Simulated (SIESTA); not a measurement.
The system is TiO2 (Anatase).

```
Ti O
1.0
    -1.89210    1.89210    4.75730
     1.89210   -1.89210    4.75730
     1.89210    1.89210   -4.75730
Ti O
2 4
Cartesian
  0.0000 1.8921 2.3786
  0.0000 0.0000 0.0000
  0.0000 0.0000 7.5346
  0.0000 1.8921 0.3987
  0.0000 1.8921 4.3586
  0.0000 0.0000 1.9800
```

Base run:

```yaml
Program: SIESTA 5.4.2
Functional: PBE
Potentials_or_basis: PseudoDojo 0.4 standard (PBE files)
Basis: DZ (energy shift 0.05 Ry)
Grid_cutoff: 800 Ry
Energy_shift: 0.05 Ry
k_mesh: 7 × 7 × 7
Occupations: fermi-dirac, width 0.05 eV
Spin: no spin polarisation
```

Its results: band gap on the k mesh 2.18 eV, indirect (least direct gap 2.40 eV); pressure -50.3 GPa; largest force 0.885 eV/Å.

Q: The run is repeated on the same cell with these changes: basis from DZ (energy shift 0.05 Ry) to SZP (energy shift 0.002 Ry); energy shift from 0.05 Ry to 0.002 Ry. What comes out?

A: Band gap on the k mesh 1.78 eV, indirect (least direct gap 2.11 eV); pressure 9.1 GPa; largest force 0.196 eV/Å.

Caveats: the basis of atomic orbitals isn't converged, which shifts pressures, moduli and gaps; the basis has no polarisation orbitals (some runs); semicore shells carry a single zeta, which can move pressures by several GPa and volumes by a few percent (some runs); a pressure of tens of GPa on the cell as given is suspect, and the run, the potentials or the cell itself is likely at fault (some runs).
